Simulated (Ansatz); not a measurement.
# Gap against volume in random fluorite-type alloy of CaF2 and CdF2 (96 atoms)

The cell holds 96 atoms: 28 Ca, 64 F and 4 Cd. Its edges and angles: a = 11.016 Å, b = 11.016 Å, c = 11.016 Å, α = 90.0°, β = 90.0°, γ = 90.0°. It derives from CaF2 (fluorite-type) and CdF2, repeated 2×2×2. The starting structure: Fluorite-type CaF2, 2 x 2 x 2 conventional cells, 4 of 32 Ca sites given to Cd at random (x = 0.125), lattice by Vegard's rule (a = 5.454 Å); every coordinate displaced by a Gaussian of 0.09 Å.

Calculated with Ansatz 0.2.0: Kohn-Sham DFT, PBE, PAW (set soft_2), plane waves; cutoff 420 eV, Γ point, gaussian smearing of 0.025 eV. The relaxed cell was scaled evenly and the atoms were relaxed at each volume. The gap is that between the highest filled and the lowest empty Kohn-Sham level on the run's k-points.

| volume (Å³/atom) | gap (eV) |
| --- | --- |
| 12.532 | 6.037 |
| 13.089 | 5.827 |
| 13.507 | 5.648 |
| 13.925 | 5.475 |
| 14.343 | ? |
| 14.760 | 5.142 |

**Question.** Fit a straight line in ln V to the rows given and interpolate to the withheld row.

**Working.**

A volume deformation potential makes the spacing linear in u = ln(V/V0), with V0 = 13.925 Å³ the relaxed volume; v is the spacing.

| u = ln(V/V0) | v (eV) |
| --- | --- |
| -0.105361 | 6.0367 |
| -0.0618760 | 5.8268 |
| -0.0304593 | 5.6482 |
| 0 | 5.4747 |
| 0.0582680 | 5.1421 |

With n = 5: mean u = -0.0278856, mean v = 5.6257, Σ(u − ū)² = 0.015364, Σ(u − ū)(v − v̄) = -0.084610. Slope b = -0.084610 / 0.015364 = -5.5069; intercept a = v̄ − b ū = 5.4721.

At the withheld volume u = 0.02956, and v = a + b u.

Prediction at 14.343: 5.309 eV. The run gave 5.306 eV, so the fit is high by 0.0031 eV (0.058 % of the value).

The slope, -5.51 eV, says that the spacing narrows on expansion. Among the rows given, the largest miss of the fit is at 12.532, by 0.016 eV (1.7 % of the range of the table).

Limits: The table spans 16 % in volume, wide for a linear law. Semilocal functionals tend to put gaps under measured ones. Only the Γ point is sampled. The mesh needn't hold the band edges.

[Hosts, paths, dates, database ids (printed as entryN), source tags and the programs' standing remarks are cut or masked in the printed files.]
